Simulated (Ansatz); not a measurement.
# InSe: the cost of one run

Method: DFT PBE, scalar-relativistic, plane waves, PAW, in Ansatz 0.2.0.

## Step 1: Starting point

The structure is monoclinic, space group C2/m (No. 12). The conventional cell has a = 11.736 Å, b = 4.110 Å, c = 4.610 Å, α = 90.00°, β = 110.30°, γ = 90.00°. Around In (site symmetry m) lie 3 Se at 2.58 to 2.78 Å and 1 In at 2.74 Å. Around Se (site symmetry m) lie 3 In at 2.58 to 2.78 Å.

As a file:

```
In Se
1.0
     5.86790   -2.05500    0.00000
     5.86790    2.05500    0.00000
    -1.59941    0.00000    4.32365
In Se
2 2
Cartesian
  10.3665 0.0000 0.0216
  -0.2301 0.0000 4.3020
  6.7188 0.0000 2.7758
  3.4176 0.0000 1.5479
```

The structure rests on an entry of the Crystallography Open Database; cell or positions may have been set otherwise for this series.

## Step 2: Cell and atoms relaxed at 0 GPa

input.yaml

```yaml
crystal:
  lattice:
    - [5.8679031274, -2.055, 0.0]
    - [5.8679031274, 2.055, 0.0]
    - [-1.5994149714, 0.0, 4.3236525935]
  atoms:
    - { symbol: In, position: [0.884, 0.884, 0.005] }
    - { symbol: In, position: [0.116, 0.116, 0.995] }
    - { symbol: Se, position: [0.66, 0.66, 0.642] }
    - { symbol: Se, position: [0.34, 0.34, 0.358] }
scf:
  occupations: { method: gaussian, width: 0.05 }
output:
  forces: true
  stress: true
  eigenvalues: true
  write_density: true
  write_potential: true
  elf: true
  volumetric_format: npy
hamiltonian:
  xc: pbe
basis:
  ecutwfc: 450
kpoints:
  mp_grid: { grid: [10, 10, 12] }
relax:
  f_tol: 0.004
  max_steps: 60
  cell: { stress_tol: 0.03, p_target: 0 }
```

Run with:

```bash
ansatz run input.yaml --threads 4 --pin off --max-ram 10240MiB --backend cpu --events-out ev --progress --plain --runs-dir out
```

What time and memory should one allow on 4 threads of Intel Xeon Platinum 8488C (Sapphire Rapids), shared host?

About 4.3 min, with a peak of 1.5 GiB.
